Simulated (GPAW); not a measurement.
# TiSi2 (Cmcm) in GPAW: single point with PBE

Aim: the single point of TiSi2 with PBE.

Everything below comes from runs of GPAW 26.7.0. Logs are shortened: lines on timing, memory, paths and dates and some standing lists are left out, and cuts for length are marked. The log counts tension as positive stress, the text compression.

## (1) Starting point

It takes space group Cmcm (No. 63, orthorhombic). The conventional cell has a = 3.530 Å, b = 13.519 Å, c = 3.565 Å, α = 90.00°, β = 90.00°, γ = 90.00°. Ti (site symmetry m2m) has 10 Si at 2.58 to 2.81 Å as nearest neighbours. Si (site symmetry m2m) has 4 Si at 2.51 Å and 4 Ti at 2.66 to 2.67 Å as nearest neighbours. Around Si (site symmetry m2m) lie 2 Si at 2.38 Å and 4 Ti at 2.58 Å.

The cell comes from a database or a generator and needn't be the stable form of this composition.

## (2) Single point, PBE

File run.py:

```python
from ase import Atoms
from ase.dft.bandgap import bandgap
from ase.io import write
from ase.units import GPa
from gpaw import GPAW, PW

atoms = Atoms(['Ti', 'Ti', 'Si', 'Si', 'Si', 'Si'],
              cell=[[1.765105025, -6.759281535, 0.0],
                    [1.765105025, 6.759281535, 0.0],
                    [0.0, 0.0, 3.56517397]],
              scaled_positions=[[0.10311808, 0.89688192, 0.25],
                                [0.89688192, 0.10311808, 0.75],
                                [0.75031482, 0.24968518, 0.25],
                                [0.24968518, 0.75031482, 0.75],
                                [0.44174855, 0.55825145, 0.25],
                                [0.55825145, 0.44174855, 0.75]],
              pbc=True)

calc = GPAW(mode=PW(500),
            xc='PBE',
            kpts={'size': (6, 6, 6), 'gamma': True},
            occupations={'name': 'fermi-dirac', 'width': 0.05},
            nbands=38,
            maxiter=120,
            txt='gpaw.txt')
atoms.calc = calc
energy = atoms.get_potential_energy()
forces = atoms.get_forces()
stress = atoms.get_stress()
calc.write('gs.gpw')
write('result.traj', atoms)
print(f'Energy: {energy:.6f} eV')
print('Forces (eV/A):')
print(forces.round(4))
print('Stress (GPa):', (stress / GPa).round(3))
print('Fermi level:', round(calc.get_fermi_level(), 4), 'eV')
print(f'Gap: {bandgap(calc)[0]:.4f} eV, direct: {bandgap(calc, direct=True)[0]:.4f} eV')
```

Potentials or basis: GPAW PAW data sets (gpaw-data 1.2.1), pw.

Command:

```bash
$ OMP_NUM_THREADS=1 python run.py
```

gpaw.txt:

```text
__  _  _
 | _ |_)|_||  |
 |__||  | ||/\| - 26.7.0

Input parameters:
  mode=PW(ecut=500.0),
  kpts=MonkhorstPack(size=(6, 6, 6), gamma=True),
  maxiter=120,
  nbands=38,
  occupations=Occupations(name='fermi-dirac', width=0.05),
  xc=XC(name='PBE')

Diagonalizing LCAO Hamiltonian
Converting LCAO to pw mode

             Si
              Ti
          Si

           Si
       Ti
        Si

Atoms  # Å, Bohr magnetons
|   | symbol |        x |         y |        z |    initial magnetic moments |
|---|--------|----------|-----------|----------|-----------------------------|
| 0 |     Ti | 1.765105 |  5.365273 | 0.891293 | ( 0.0000,  0.0000,  0.0000) |
| 1 |     Ti | 1.765105 | -5.365273 | 2.673880 | ( 0.0000,  0.0000,  0.0000) |
| 2 |     Si | 1.765105 | -3.383897 | 0.891293 | ( 0.0000,  0.0000,  0.0000) |
| 3 |     Si | 1.765105 |  3.383897 | 2.673880 | ( 0.0000,  0.0000,  0.0000) |
| 4 |     Si | 1.765105 |  0.787476 | 0.891293 | ( 0.0000,  0.0000,  0.0000) |
| 5 |     Si | 1.765105 | -0.787476 | 2.673880 | ( 0.0000,  0.0000,  0.0000) |

Unit cell  # Å
| periodic |        x |         y |        z |  lengths |     angles |
|----------|----------|-----------|----------|----------|------------|
|      yes | 1.765105 | -6.759282 | 0.000000 | 6.985949 |  90.000000 |
|      yes | 1.765105 |  6.759282 | 0.000000 | 6.985949 |  90.000000 |
|      yes | 0.000000 |  0.000000 | 3.565174 | 3.565174 | 150.729457 |

Number of symmetries: 4
Symmetry operations  # r_c * U_cc + t_c -> r_c
|   | kind |            matrix            |
|---|------|------------------------------|
| 0 |  E   |  1, 0, 0,  0, 1, 0,  0, 0, 1 |
| 1 |  C2  |  0, 1, 0,  1, 0, 0,  0, 0,-1 |
| 2 |  σ   |  0,-1, 0, -1, 0, 0,  0, 0, 1 |
| 3 |  i   | -1, 0, 0,  0,-1, 0,  0, 0,-1 |

BZ-sampling:
  Number of BZ points: 216
  Number of IBZ points: 68

  Monkhorst-Pack size: [6, 6, 6]
  Monkhorst-Pack shift: [0.08333333333333333, 0.08333333333333333, 0.08333333333333333]

K-points  # in reciprocal-cell coordinates
|     |                                coordinates |     weight |
|-----|--------------------------------------------|------------|
|   0 | (  0.00000000,   0.00000000,   0.00000000) | 0.00462963 |
|   1 | (  0.00000000,   0.00000000,   0.16666667) | 0.00925926 |
|   2 | (  0.00000000,   0.00000000,   0.33333333) | 0.00925926 |
|   3 | (  0.00000000,   0.00000000,   0.50000000) | 0.00462963 |
|   4 | (  0.16666667,  -0.16666667,  -0.33333333) | 0.00925926 |
|   5 | (  0.16666667,  -0.16666667,  -0.16666667) | 0.00925926 |
|   6 | (  0.16666667,  -0.16666667,   0.00000000) | 0.00925926 |
|   7 | (  0.16666667,  -0.16666667,   0.16666667) | 0.00925926 |
|   8 | (  0.16666667,  -0.16666667,   0.33333333) | 0.00925926 |
|   9 | (  0.16666667,  -0.16666667,   0.50000000) | 0.00925926 |
| ... |                                            |            |
|  67 | (  0.50000000,   0.50000000,   0.50000000) | 0.00462963 |

Plane wave coefficients: 2188
Cutoff: 500.0 eV

Spin-components: 1 (collinear spins)
Bands:           38
Projectors:      32
Spin-degeneracy: 2
Datatype:        complex128

Parallelization:
  kpt:    1
  domain: 1
  band:   1

Density:
  Valence electrons: 40.0
  Components: 1
  Grid points: [40 40 20]
  Charge: 0.0  # |e|

Potential:
  Grid points: [40 40 20]

species:
  Ti:
    name:    Titanium
    Z:       22.0
    valence: 12
    core:    10
    charge:  0.0  # [|e|]
    compensation charges:
      type: gauss
      rc: 0.38  # [Å]
      lmax: 2
    cutoffs:
      filter: 2.23  # [Å]
      core: 1.02  # [Å]
    projectors
    | kind |    occ | energy [eV] | rcut [Å] |
    |------|--------|-------------|----------|
    |   3s |  2.000 |     -62.623 |    1.270 |
    |   4s |  2.000 |      -4.466 |    1.270 |
    |   3p |  6.000 |     -38.862 |    1.058 |
    |   4p |  0.000 |      -1.466 |    1.058 |
    |   3d |  2.000 |      -4.258 |    1.058 |
    |    d |        |      22.953 |    1.058 |

    Using partial waves for Ti as LCAO basis

  Si:
    name:    Silicon
    Z:       14.0
    valence: 4
    core:    10
    charge:  0.0  # [|e|]
    compensation charges:
      type: gauss
      rc: 0.33  # [Å]
      lmax: 2
    cutoffs:
      filter: 1.86  # [Å]
      core: 2.06  # [Å]
    projectors
    | kind |    occ | energy [eV] | rcut [Å] |
    |------|--------|-------------|----------|
    |   3s |  2.000 |     -10.812 |    1.058 |
    |   3p |  2.000 |      -4.081 |    1.058 |
    |    s |        |      16.399 |    1.058 |
    |    p |        |      23.130 |    1.058 |
    |    d |        |       0.000 |    1.058 |

    Using partial waves for Si as LCAO basis

Reference energy: -77993.405564  # eV

eigensolver:
  PPCG
  Converge bands: occupied
  niter=2

density mixing:
  MSR1-Mixer
  Pratt-step length: 0.05
  Maximum mixing coefficient: 0.75
  Old densities: 10
  SVD Regularization: 0.005
  Good broyden scale: 1.0
  Trust region scale: 1.0
  Backstep threshold: 4.0
  History deletion threshold: 6.0
  Fourier metric: weight=20.0, sigma=0.015

occupation numbers:
  Fermi-Dirac:
    width: 0.0500  # eV

poisson solver:
  ecut: 4000.0  # eV

xc functional:
  name: PBE with 2 nearest neighbor stencil

convergence criteria:
- Maximum [total energy] change in last 3 cyles: 0.0005 eV / valence electron
- Maximum integral of absolute [dens]ity change: 0.0001 electrons / valence electron
- Maximum integral of absolute [eigenst]ate change: 4e-08 eV^2 / valence electron
maximum number of iterations: 120

SCF iterations
|iter     | |      energy | eigst |  dens |
|---------|-|-------------|-------|-------|
|iter:   1| |  -38.236298 | +0.38 |       |
|iter:   2| |  -38.347989 | -2.03 | -1.23 |
|iter:   3| |  -38.673979 | -1.18 | -1.25 |
|iter:   4| |  -38.263460 | -1.45 | -1.40 |
|iter:   5| |  -38.240089 | -2.29 | -1.71 |
|iter:   6| |  -38.230745 | -3.01 | -2.07 |
|iter:   7| |  -38.228003c| -3.63 | -2.36 |
|iter:   8| |  -38.228047c| -5.11 | -3.09 |
|iter:   9| |  -38.228048c| -6.67 | -3.82 |
|iter:  10| |  -38.228048c| -8.04c| -4.43c|

Converged in 10 steps
Energy contributions relative to reference atoms: (reference = -77993.405564)

Energy contributions:
  Kinetic:          43.339544
  Coulomb:         -34.378063
  Zero:             -0.204938
  External:          0.000000
  Xc:              -46.977176
  Entropy:          -0.014829
  Spinorbit:         0.000000
  ----------------------------
  Free energy:     -38.235462
  Extrapolated:    -38.228048

dipole moment: (-0.000009, -0.000000, -0.000009)  # |e|*Ang

Fermi level: 10.125
Eigenvalues  # (at kpt = [0.000, 0.000, 0.000])
| band index |      eig [eV] | occ [0-2] |
|------------|---------------|-----------|
|          0 |       -46.680 |     2.000 |
|        ... |               |           |
|         11 |         6.725 |     2.000 |
|         12 |         7.030 |     2.000 |
|         13 |         7.208 |     2.000 |
|         14 |         7.516 |     2.000 |
|         15 |         7.584 |     2.000 |
|         16 |         7.974 |     2.000 |
|         17 |         8.024 |     2.000 |
|         18 |         8.051 |     2.000 |
|         19 |        10.599 |     0.000 |
|         20 |        10.832 |     0.000 |
|         21 |        10.955 |     0.000 |
|         22 |        11.021 |     0.000 |
|         23 |        11.486 |     0.000 |
|         24 |        11.503 |     0.000 |
|         25 |        12.227 |     0.000 |
|         26 |        12.733 |     0.000 |
|        ... |               |           |
|         37 |        20.124 |     0.000 |

No gap
No difference between direct/indirect transitions

Forces  # eV/Ang
|       x |        y |        z |
|---------|----------|----------|
| 0.00000 |  0.03936 | -0.00000 |  # Ti   0
| 0.00000 | -0.03936 |  0.00000 |  # Ti   1
| 0.00000 | -0.03969 |  0.00000 |  # Si   2
| 0.00000 |  0.03969 | -0.00000 |  # Si   3
| 0.00000 |  0.23287 |  0.00000 |  # Si   4
| 0.00000 | -0.23287 | -0.00000 |  # Si   5

Stress tensor  # eV/Ang^3
|         x |         y |         z |
|-----------|-----------|-----------|
| -0.016369 |  0.000000 |  0.000000 |
|  0.000000 | -0.013780 |  0.000000 |
|  0.000000 |  0.000000 | -0.015775 |

# Writing to gs.gpw (mode='')
```

It took 2.3 min on 1 thread of Arm Neoverse V2, shared host; peak memory 0.3 GiB.

What came out:

| Quantity | Value |
| --- | --- |
| Free energy | -38.2355 eV |
| Pressure | 2.5 GPa |
| Largest force | 0.233 eV/Å |
| Band gap on the k mesh | none (metal or under the smearing width) |

Forces in eV/Å, atoms in the order of the input:
```
Ti   0.000  0.039  0.000
Ti   0.000 -0.039  0.000
Si   0.000 -0.040  0.000
Si   0.000  0.040  0.000
Si   0.000  0.233  0.000
Si   0.000 -0.233  0.000
```

Caveat: the cutoff is short for stress and forces, so pressures can be off by a GPa or more; the program warned that so skewed a cell can give wrong results.
